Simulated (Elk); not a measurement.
Planning a run of Elk 11.2.3 (patched build) on BaO (Fm-3m). The input:

```
tasks
  185
  186
  187

xctype
  20

rgkmax
  8.5

gmaxvr
  18.0

lmaxapw
  10

lmaxo
  8

nxlo
  2

lorbcnd
  .true.

autolinengy
  .true.

tshift
  .false.

ngridk
  6 6 6

vkloff
  0.05 0.15 0.25

nempty
  10

swidth
  0.00551

scissor
  0.04670

gmaxrf
  2.5

wplot
  244 100 0
  0.0 0.4501

optcomp
  1 1
  2 2
  3 3

nvbse
  2

ncbse
  2

sppath
  './'

avec
  -0.0000000000 5.1967468427 5.1967468427
  5.1967468427 -0.0000000000 5.1967468427
  5.1967468427 5.1967468427 -0.0000000000

atoms
  2
  'Ba.in'
  1
  0.0000000000 0.0000000000 0.0000000000
  'O.in'
  1
  0.5000000000 0.5000000000 0.5000000000
```

The database entry behind the starting cell differs from later determinations by our own check (about 0.7 % short), so it need not match the best structure at ambient conditions.

```sh
OMP_NUM_THREADS=4 elk > log
```

Question: How long will it take on 4 threads of Arm Neoverse V2, shared host, and how much memory?

It took 4.6 min; on shared hardware allow 2.3 min to 9.2 min. Peak host memory was 0.18 GiB.

The kernel grows as the square of the matrix size, and full diagonalisation as its cube.

[Paths, hosts, dates, memory and timing lines, banners, echoed tables and standing remarks are left out of the program output.]

[Logs are printed without paths, hosts, clocks, repeated set-up lines and the standing remarks that a program may print on its own settings, such as how far it seeks lower states.]

[Runs of the session that timed out or met a known fault of the program may be left out.]

[Hosts, paths, dates, database ids (printed as entryN), source tags and the programs' standing remarks are cut or masked in the printed files.]
